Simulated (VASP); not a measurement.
The system is BeTe.

```xyz
2
Lattice="0.0000 2.6164 2.6164 2.6164 0.0000 2.6164 2.6164 2.6164 0.0000" Properties=species:S:1:pos:R:3 pbc="T T T"
Be    0.0000    0.0000    0.0000
Te    2.6164    2.6164    2.6164
```

The cell was built by a generator and needn't be a form met in nature.

```yaml
Program: VASP 6.6.1
Task: relaxation of cell and atoms
Functional: PBE
Potentials_or_basis: VASP PAW PBE potentials, release 64 (Be, Te)
Cutoff: 520 eV
k_mesh: 5 × 5 × 5
Occupations: gaussian, width 0.15 eV
Spin: no spin polarisation
```

At the start: pressure 6.3 GPa; volume 17.91 Å³/atom.

Task: How do energy, volume and symmetry change on relaxing?

Result: Over 3 steps the energy falls by 27.3 meV/atom and the volume is 19.40 Å³/atom (+8.3 %); space group Fm-3m (No. 225, to 0.05 Å).

Step by step:
| step | energy change (eV) | largest force (eV/Å) | pressure (GPa) | volume (Å³) |
| --- | --- | --- | --- | --- |
| 1 | 0.0000 | 0.0000 | 6.30 | 35.82 |
| 2 | -0.0515 | 0.0000 | -1.28 | 39.60 |
| 3 | -0.0547 | 0.0000 | 0.04 | 38.80 |

Final structure:
```cif
data_structure
_symmetry_space_group_name_H-M 'P 1'
_symmetry_Int_Tables_number 1
_cell_length_a 3.7998
_cell_length_b 3.7998
_cell_length_c 3.7998
_cell_angle_alpha 60.000
_cell_angle_beta 60.000
_cell_angle_gamma 60.000
_cell_volume 38.80
loop_
_atom_site_label
_atom_site_type_symbol
_atom_site_fract_x
_atom_site_fract_y
_atom_site_fract_z
_atom_site_occupancy
Be1 Be 0.00000 0.00000 0.00000 1
Te1 Te 0.50000 0.50000 0.50000 1
```

Caveat: the k mesh is coarse (spacing up to 0.42 Å⁻¹), so the values aren't converged.
